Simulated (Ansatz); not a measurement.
Runs of Ansatz 0.2.0 on ZnSe. It takes space group P4/nmm (No. 129, tetragonal). The conventional cell has a = 4.108 Å, b = 4.108 Å, c = 6.070 Å, α = 90.00°, β = 90.00°, γ = 90.00°. Around Se (site symmetry 4mm) lie 4 Zn at 2.54 Å. Zn (site symmetry -4m2) is surrounded by 4 Se at 2.54 Å and 4 Zn at 2.90 Å. Measurements of this composition are mostly on another form, of space group No. 216.

```tsv
task	level	cell	target pressure (GPa)	points for each segment of the path	gap on the mesh (eV)	pressure (GPa)	largest force (eV/Å)
relaxation of cell and atoms	LDA	relaxed to 30 GPa	30	-	none	30.0	0.01
relaxation of cell and atoms	LDA	relaxed to 20 GPa	20	-	none	20.0	-
relaxation of cell and atoms	LDA	relaxed to 5 GPa	5	-	(a)	5.0	-
band structure	PBE	as given	-	14	1.95	(b)	0.09
relaxation of cell and atoms	LDA	relaxed to 10 GPa	10	-	0.55	10.0	-
```

Alike in all rows: potentials or basis Ansatz PAW; no spin polarisation; k mesh 5 × 5 × 4; cutoff (eV) 420; smearing fermi-dirac 0.05 eV.

Q: Estimate the missing entries.

A: (a) 0.97; (b) -0.1.

Caveats: the plane-wave basis is chosen anew once the cell has moved, so the energies of steps on either side of that aren't comparable (some runs); the PAW data sets come from PBE, with cores solved anew for the run's functional, which leaves a small shift of forces and pressure (some runs); odd divisions of the mesh miss points on the zone boundary, where band edges often lie, so the gap on the mesh can be too wide (some runs).

A k mesh can miss the band edges, and the runs leave out spin-orbit coupling on Se.

A gap of «none» marks a metal or a gap under the smearing width.
